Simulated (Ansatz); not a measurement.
## SiS2: a ladder of calculations

Cell of run 1: a computed structure from the Materials Project (it need not be an observed phase), atoms as given.

Space group Ibam (No. 72); a = 5.7494, b = 9.8209, c = 5.5487 Å.

```
site  Wyckoff  site symmetry       x       y       z
  Si       4a            222  0.0000  0.0000  0.7500
   S       8j            ..m  0.2986  0.3847  0.5000
```

One atom of each set is listed; the run and its k-mesh use a cell of 6 atoms with edges of 6.33, 6.33, 6.33 Å.

Relaxed positions (PBE, cell held):

Si (0.0000, 0.0000, 0.7500)
S (0.2964, 0.3838, 0.5000)

All runs are DFT with Ansatz 0.2.0 (plane waves and PAW, scalar-relativistic unless spin–orbit coupling is named, Γ-centred meshes, Fermi–Dirac smearing where given) in this cell.

Run 1: PBE, atoms as given; 420 eV, 8×8×8 k-points, smearing 0.01 eV.
Run 2: r2SCAN, atoms as given; 500 eV, 8×8×8 k-points, smearing 0.01 eV.
Run 3: PBE, atoms relaxed; 420 eV, 8×8×8 k-points, smearing 0.01 eV.
Run 4: r2SCAN, at the relaxed atoms; 500 eV, 8×8×8 k-points, smearing 0.01 eV.
Run 5: r2SCAN, atoms relaxed; 500 eV, 8×8×8 k-points, smearing 0.01 eV.

```json
{"run": "1", "Si V_zz (η)": "-0.50 (0.35)", "S V_zz (η)": "-12.82 (0.67)"}
{"run": "2", "Si V_zz (η)": "-0.57 (0.31)", "S V_zz (η)": "-12.60 (0.67)"}
{"run": "3", "Si V_zz (η)": "-0.41 (0.46)", "S V_zz (η)": "-13.25 (0.59)"}
{"run": "4", "Si V_zz (η)": "-0.47 (0.40)", "S V_zz (η)": "-13.04 (0.59)"}
{"run": "5", "Si V_zz (η)": "?", "S V_zz (η)": "?"}
```

V_zz in 10²¹ V/m².

(1) Estimate the row of run 5.

## Answers

(1) Si: -0.55 (0.31); S: -12.66 (0.66). It lies nearest to run 2, from whose tensors on these sites it differs by 0.08 at most (largest principal value of the difference, on S). Taken one at a time, the positions of the atoms (as given or relaxed) move the tensors on these sites by up to 0.57 (largest principal value of the change, on S), the functional (r2SCAN with its higher cutoff) by 0.22 (S).

In runs 1, 4 the atoms aren't at the calculated equilibrium (largest force 0.33, 0.29 eV/Å).
